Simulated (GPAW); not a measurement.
## Te2Mo: single point with PBE

The system is Te2Mo.

```
Te Mo
1.0
     3.51820    0.00000    0.00000
    -1.75910    3.04685    0.00000
     0.00000    0.00000   13.97360
Te Mo
4 2
Direct
  0.66667 0.33333 0.37900
  0.33333 0.66667 0.87900
  0.66667 0.33333 0.12100
  0.33333 0.66667 0.62100
  0.66667 0.33333 0.75000
  0.33333 0.66667 0.25000
```

```json
{
 "Program": "GPAW 26.7.0",
 "Task": "single point",
 "Functional": "PBE",
 "Potentials or basis": "GPAW PAW data sets (gpaw-data 1.2.1)",
 "Cutoff": "600 eV",
 "Basis": "pw",
 "k mesh": "14 × 14 × 3",
 "Occupations": "fermi-dirac, width 0.05 eV",
 "Spin": "no spin polarisation"
}
```

| Item | Value |
| --- | --- |
| Pressure | 2.3 GPa |
| Largest force | 0.104 eV/Å |
| Band gap on the k mesh | 0.74 eV, indirect (least direct gap 1.09 eV) |

Forces on the atoms (eV/Å):
```
Te   0.000  0.000  0.104
Te   0.000  0.000  0.104
Te   0.000  0.000 -0.104
Te   0.000  0.000 -0.104
Mo   0.000  0.000  0.000
Mo   0.000  0.000  0.000
```

Stress tensor (GPa, compression positive):
```
2.10 0.00 0.00
0.00 2.10 0.00
0.00 0.00 2.70
```

Levels at points of the mesh, in eV from the valence-band top:
```csv
k point,band 23,band 24,band 25,band 26,band 27,band 28,band 29,band 30
"(0.00, 0.00, 0.00)",-1.01,-1.01,-0.32,0.00,2.90,2.90,3.03,3.03
"(0.50, 0.50, 0.00)",-1.01,-0.96,-0.61,-0.33,1.25,1.30,1.44,1.77
```

It took 5.5 min on 1 thread of Intel(R) Xeon(R) Platinum 8259CL CPU @ 2.50GHz (Skylake/Cascade Lake), with other jobs on the host, peak memory 0.5 GiB.

Caveat: spin-orbit coupling is left out, which moves the levels of the heavy elements; an odd mesh through Γ misses points on the zone boundary, where band edges often lie; this functional lacks dispersion, which binds the layers, so the pressure and a relaxed spacing across them are unreliable.
